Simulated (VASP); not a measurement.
# SnS2 (Berndtite-2T) (P-3m1) in VASP: further runs, part 2 of 2

VASP 6.6.1. Earlier steps stand in the parts before.

**3. Relaxation of cell and atoms, PBE, target pressure 0.7 GPa, at which the enthalpy is minimised**

This run uses another cell than the first one, of 22.43 Å³/atom, 0.971 times its volume.

Input file INCAR:

```
SYSTEM = SnS2
PREC = Accurate ; ENCUT = 600
EDIFF = 1E-6 ; ISMEAR = 0
SIGMA = 0.03 ; LREAL = .FALSE.
LASPH = .TRUE. ; NELM = 80
ALGO = Normal ; ISIF = 3
LWAVE = .FALSE. ; LCHARG = .FALSE.
GGA = PE ; IBRION = 2
NSW = 90 ; EDIFFG = -0.01
PSTRESS = 7.0 ; KPAR = 2
```

Input file KPOINTS:

```
Automatic mesh
0
G
  9 9 5
  0 0 0
```

Input file POSCAR:

```
SnS2
1.0
    3.6390000000      0.0000000000      0.0000000000
   -1.8195000000      3.1514664444      0.0000000000
    0.0000000000      0.0000000000      5.8680000000
Sn S
1 2
Direct
    0.0000000000      0.0000000000      0.0000000000
    0.3333333333      0.6666666667      0.2500000000
    0.6666666667      0.3333333333      0.7500000000
```

Potentials or basis: VASP PAW PBE potentials, release 64 (Sn_d, S).

On the command line:

```console
> cat potpaw_PBE.64/Sn_d/POTCAR potpaw_PBE.64/S/POTCAR > POTCAR
> mpirun -np 2 vasp_std > vasp.out
```

Run time: 5.5 min. Hardware: 2 MPI ranks of Intel Xeon Platinum 8259CL at 2.50GHz (Skylake/Cascade Lake), shared host; peak memory 0.25 GiB.

Results (log left out):

```yaml
Free_energy: -13.2096 eV
Relaxed_volume: 24.65 Å³/atom
Relaxed_cell: a = 3.691 Å, b = 3.691 Å, c = 6.268 Å, α = 90.00°, β = 90.00°, γ = 120.00°
Space_group_after_relaxing_to_0.05_Å: P-3m1 (No. 164)
Energy_change_on_relaxing_the_enthalpy_is_what_falls: -23.4 meV/atom
Ionic_steps: 20
Pressure_after_relaxing: 0.6 GPa
Band_gap_on_the_k_mesh: 1.55 eV, indirect (least direct gap 1.84 eV)
```

The path:
```
step  energy change (eV)  largest force (eV/Å)  pressure (GPa)  volume (Å³)
   1              0.0000                0.2414            4.20        67.30
   2             -0.0287                0.4858           -1.69        72.18
   3             -0.0393                0.1685            0.81        69.84
   4             -0.0428                0.1216            0.79        70.13
   5             -0.0472                0.0259            0.74        70.71
   6             -0.0505                0.0202            0.75        71.00
   7             -0.0587                0.0021            0.81        71.86
   8             -0.0681                0.0412            1.06        73.56
   9             -0.0726                0.1666           -0.47        75.76
  10             -0.0702                0.0014            0.73        73.98
  11             -0.0701                0.0048            0.79        73.94
  12             -0.0702                0.0029            0.76        73.97
  13             -0.0702                0.0015            0.75        73.97
  14             -0.0703                0.0161            0.70        73.96
  15             -0.0703                0.0154            0.71        73.96
  16             -0.0703                0.0132            0.71        73.96
  17             -0.0703                0.0145            0.71        73.96
  18             -0.0703                0.0151            0.71        73.96
  19             -0.0703                0.0152            0.70        73.96
  20             -0.0702                0.0019            0.64        73.95
```

Final structure:
```
CELL_PARAMETERS angstrom
3.69086 0.00000 0.00000
-1.84543 3.19638 0.00000
0.00000 0.00000 6.26808
ATOMIC_POSITIONS crystal
Sn 0.00000 0.00000 0.00000
S 0.33333 0.66667 0.23580
S 0.66667 0.33333 0.76420
```

Levels at points of the mesh, in eV from the valence-band top:
```tsv
k point	band 9	band 10	band 11	band 12	band 13	band 14	band 15	band 16	band 17
(0.00, 0.00, 0.00)	-0.48	-0.48	-0.17	-0.17	-0.10	1.97	3.78	5.47	5.47
```

Caveat: the cell is relaxed towards a set pressure, so the enthalpy falls and the energy may rise; spin-orbit coupling is left out, which moves the levels of the heavy elements; an odd mesh through Γ misses points on the zone boundary, where band edges often lie; this functional lacks dispersion, which binds the layers, so the pressure and a relaxed spacing across them are unreliable. Zero-point motion and thermal expansion aren't in these numbers.

**4. Relaxation of cell and atoms, PBE, target pressure 0.7 GPa, at which the enthalpy is minimised**

This run uses another cell than the first one, of 24.65 Å³/atom, 1.067 times its volume.

Input file INCAR:

```
SYSTEM = SnS2
PREC = Accurate ; ENCUT = 600
EDIFF = 1E-7 ; ISMEAR = 0
SIGMA = 0.03 ; LREAL = .FALSE.
LASPH = .TRUE. ; NELM = 80
ALGO = Normal ; ISIF = 3
LWAVE = .FALSE. ; LCHARG = .FALSE.
GGA = PE ; IBRION = 2
NSW = 90 ; EDIFFG = -0.005
PSTRESS = 7.0 ; KPAR = 2
```

KPOINTS is that of step 3.

Input file POSCAR:

```
SnS2                                    
1.0
    3.6908622595     -0.0000000000      0.0000000000
   -1.8454311297      3.1963804786      0.0000000000
    0.0000000000     -0.0000000000      6.2680796817
  Sn              S             
     1     2
Direct
     0.0000000000000000    0.0000000000000000    1.0000000000000000
     0.3333333332999970    0.6666666667000030    0.2358030155997454
     0.6666666667000030    0.3333333332999970    0.7641969844002546
```

On the command line:

```console
> cat potpaw_PBE.64/Sn_d/POTCAR potpaw_PBE.64/S/POTCAR > POTCAR
> mpirun -np 2 vasp_std > vasp.out
```

It took 89 s on 2 MPI ranks of Intel Xeon Platinum 8259CL at 2.50GHz (Skylake/Cascade Lake), shared host; peak memory 0.24 GiB.

Results (log left out):

| Property | Result |
| --- | --- |
| Free energy | -13.2105 eV |
| Relaxed volume | 24.63 Å³/atom |
| Relaxed cell | a = 3.690 Å, b = 3.690 Å, c = 6.267 Å, α = 90.00°, β = 90.00°, γ = 120.00° |
| Space group after relaxing (to 0.05 Å) | P-3m1 (No. 164) |
| Energy change on relaxing (the enthalpy is what falls) | +0.1 meV/atom |
| Ionic steps | 5 |
| Pressure after relaxing | 0.7 GPa |
| Largest force after relaxing | 0.004 eV/Å |
| Band gap on the k mesh | 1.54 eV, indirect (least direct gap 1.84 eV) |

Forces on the atoms (eV/Å):
```
Sn   0.000  0.000  0.000
S    0.000  0.000  0.004
S    0.000  0.000 -0.004
```

Step by step:
```
step  energy change (eV)  largest force (eV/Å)  pressure (GPa)  volume (Å³)
   1              0.0000                0.0025            0.65        73.95
   2              0.0003                0.0096            0.73        73.87
   3              0.0002                0.0076            0.71        73.89
   4              0.0002                0.0074            0.70        73.90
   5              0.0003                0.0044            0.70        73.89
```

Final structure:
```
Sn S
1.0
     3.68959    0.00000    0.00000
    -1.84480    3.19528    0.00000
     0.00000    0.00000    6.26721
Sn S
1 2
Direct
  0.00000 0.00000 0.00000
  0.33333 0.66667 0.23587
  0.66667 0.33333 0.76413
```

Levels at points of the mesh, in eV from the valence-band top:
```csv
k point,band 10,band 11,band 12,band 13,band 14,band 15,band 16,band 17
"(0.00, 0.00, 0.00)",-0.48,-0.17,-0.17,-0.11,1.98,3.78,5.47,5.47
```

Caveat: the cell is relaxed towards a set pressure, so the enthalpy falls and the energy may rise; spin-orbit coupling is left out, which moves the levels of the heavy elements; an odd mesh through Γ misses points on the zone boundary, where band edges often lie; this functional lacks dispersion, which binds the layers, so the pressure and a relaxed spacing across them are unreliable.

**5. Relaxation of cell and atoms, rev-vdW-DF2**

This run uses another cell than the first one, of 22.43 Å³/atom, 0.971 times its volume.

Input file INCAR:

```
PREC = Accurate
ENCUT = 600
EDIFF = 1E-6
ISMEAR = 0
SIGMA = 0.03
LREAL = False
LASPH = True
NELM = 80
ALGO = Normal
ISIF = 3
LWAVE = False
LCHARG = False
GGA = MK
LUSE_VDW = True
AGGAC = 0.0
PARAM1 = 0.1234
PARAM2 = 0.711357
ZAB_VDW = -1.8867
IBRION = 2
NSW = 90
EDIFFG = -0.01
```

Input file KPOINTS:

```
regular mesh
0
Gamma
  9 9 5
```

Input file POSCAR:

```
SnS2
1.0
    3.6390000000      0.0000000000      0.0000000000
   -1.8195000000      3.1514664444      0.0000000000
    0.0000000000      0.0000000000      5.8680000000
Sn S
1 2
Direct
    0.0000000000      0.0000000000      0.0000000000
    0.3333333333      0.6666666667      0.2500000000
    0.6666666667      0.3333333333      0.7500000000
```

On the command line:

```console
> cat potpaw_PBE.64/Sn_d/POTCAR potpaw_PBE.64/S/POTCAR > POTCAR
> mpirun -np 1 vasp_std > vasp.out
```

Run time: 6 min. Hardware: 1 thread of AMD EPYC 9R45 (Zen 5), shared host; peak memory 0.47 GiB.

The run converged. Its results:

- Free energy: -7.8175 eV
- Relaxed volume: 23.10 Å³/atom
- Relaxed cell: a = 3.688 Å, b = 3.688 Å, c = 5.885 Å, α = 90.00°, β = 90.00°, γ = 120.00°
- Space group after relaxing (to 0.05 Å): P-3m1 (No. 164)
- Energy gained by relaxing: 7.5 meV/atom
- Ionic steps: 11
- Pressure after relaxing: 0.0 GPa
- Band gap on the k mesh: 1.23 eV, indirect (least direct gap 1.58 eV)

Step by step:
| step | energy change (eV) | largest force (eV/Å) | pressure (GPa) | volume (Å³) |
| --- | --- | --- | --- | --- |
| 1 | 0.0000 | 0.3505 | 2.94 | 67.30 |
| 2 | -0.0049 | 0.3273 | -2.28 | 71.38 |
| 3 | -0.0219 | 0.0258 | -0.03 | 69.41 |
| 4 | -0.0219 | 0.0191 | 0.06 | 69.37 |
| 5 | -0.0223 | 0.0036 | 0.04 | 69.41 |
| 6 | -0.0224 | 0.0203 | 0.01 | 69.44 |
| 7 | -0.0224 | 0.0111 | -0.05 | 69.46 |
| 8 | -0.0224 | 0.0016 | -0.11 | 69.47 |
| 9 | -0.0224 | 0.0018 | -0.08 | 69.46 |
| 10 | -0.0225 | 0.0002 | -0.07 | 69.40 |
| 11 | -0.0225 | 0.0017 | -0.03 | 69.30 |

Final structure:
```
CELL_PARAMETERS angstrom
3.68764 0.00000 0.00000
-1.84382 3.19359 0.00000
0.00000 0.00000 5.88462
ATOMIC_POSITIONS crystal
Sn 0.00000 0.00000 0.00000
S 0.33333 0.66667 0.25212
S 0.66667 0.33333 0.74788
```

Levels at points of the mesh, in eV from the valence-band top:
| k point | band 9 | band 10 | band 11 | band 12 | band 13 | band 14 | band 15 | band 16 | band 17 |
| --- | --- | --- | --- | --- | --- | --- | --- | --- | --- |
| (0.00, 0.00, 0.00) | -0.68 | -0.68 | -0.42 | -0.42 | 0.00 | 1.58 | 3.52 | 5.27 | 5.27 |

Caveat: the PAW data sets were made with another functional, which shifts forces and pressure a little; spin-orbit coupling is left out, which moves the levels of the heavy elements; an odd mesh through Γ misses points on the zone boundary, where band edges often lie. Zero-point motion and thermal expansion aren't in these numbers.
